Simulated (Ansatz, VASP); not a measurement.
**Au in VASP and in Ansatz**

INCAR

```
SYSTEM = Au
  ALGO = Normal
  EDIFF = 1E-6
  ENCUT = 520
  GGA = CA
  ISIF = 2
  ISMEAR = -1
  LASPH = .True.
  LCHARG = .False.
  LREAL = .False.
  LWAVE = .False.
  NBANDS = 12
  NELM = 60
  PREC = Accurate
  SIGMA = 0.1
```

KPOINTS

```
k-points
0
Gamma
  13 13 13
  0 0 0
```

The input POSCAR:

```
Au
1.0
    0.0000000000      2.0229622709      2.0229622709
    2.0229622709      0.0000000000      2.0229622709
    2.0229622709      2.0229622709      0.0000000000
Au
1
Direct
    0.0000000000      0.0000000000      0.0000000000
```

Input for Ansatz:

```yaml
crystal:
  lattice:
    - [0.0, 2.0229622709, 2.0229622709]
    - [2.0229622709, 0.0, 2.0229622709]
    - [2.0229622709, 2.0229622709, 0.0]
  atoms:
    - { symbol: Au, position: [0.0, 0.0, 0.0] }
hamiltonian:
  xc: lda
  pseudopotentials:
    kind: paw
    azcp:
      Au: "pseudopotentials/Au.paw.azcp"
basis:
  ecutwfc: 420
  fft_grid_basis: typed
kpoints:
  mp_grid: { grid: [13, 13, 13], shift: [0, 0, 0] }
magnetization:
  spin_polarized: false
scf:
  occupations: { method: fermi_dirac, width: 0.1 }
  lower_state_search: "off"
output:
  stress: true
  write_density: true
  write_potential: true
  elf: true
  volumetric_format: npy
```

Alike in both runs: task single point; functional LDA; k mesh 13 × 13 × 13; occupations fermi-dirac, width 0.1 eV; no spin polarisation.

|  | VASP | Ansatz |
| --- | --- | --- |
| version | VASP 6.6.1 | Ansatz 0.2.0 |
| potentials or method | VASP PAW LDA potentials, release 64 (Au) | plane waves (420 eV) with PAW, scalar-relativistic |
| plane-wave cutoff (eV) | 520 | 420 |
| valence electrons in the cell | 11 | 19 |

|  | VASP | Ansatz | Ansatz less VASP |
| --- | --- | --- | --- |
| pressure (GPa) | 0.5 | 0.0 | -0.50 |

The two sets of potentials don't hold the same shells in valence. Ansatz warned: «pseudo_functional_mismatch».

The runs have no spin-orbit coupling, so splittings on Au are missing.
